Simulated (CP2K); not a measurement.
The system is PbF2 (Fluorocronite).

```
CELL_PARAMETERS angstrom
4.19125 0.00000 0.00000
2.09562 3.62973 0.00000
2.09562 1.20991 3.42214
ATOMIC_POSITIONS crystal
Pb 0.00000 0.00000 0.00000
F 0.75000 0.75000 0.75000
F 0.25000 0.25000 0.25000
```

Base run:

* Program: CP2K 2026.2
* Functional: PBE
* Potentials or basis: POTENTIAL_UZH Pb GTH-PBE-q4, F GTH-PBE-q7; ccGRB-D basis
* Density cutoff: 11565 eV
* k mesh: 8 × 8 × 8
* Occupations: fermi-dirac, width 0.05 eV
* Spin: no spin polarisation

Its results: band gap on the k mesh 4.50 eV, indirect (least direct gap 4.66 eV); pressure 3.9 GPa.

**Question.** The run is repeated on the same cell with these changes: potentials or basis from POTENTIAL_UZH Pb GTH-PBE-q4, F GTH-PBE-q7; ccGRB-D basis to POTENTIAL_UZH Pb GTH-PBE-q4, F GTH-PBE-q7; TZVP-MOLOPT-PBE-GTH basis; basis sets from Pb ccGRB-D-q4, F ccGRB-D-q7 to Pb TZVP-MOLOPT-PBE-GTH-q4, F TZVP-MOLOPT-PBE-GTH-q7. What comes out?

**Answer.** Band gap on the k mesh 4.33 eV, indirect (least direct gap 4.49 eV); pressure 3.5 GPa.

Caveats: spin-orbit coupling is left out, which as a rule narrows the gap of such compounds by several tenths of an eV; the basis of atomic orbitals isn't converged, which shifts pressures, moduli and gaps.

A k mesh can miss the band edges.
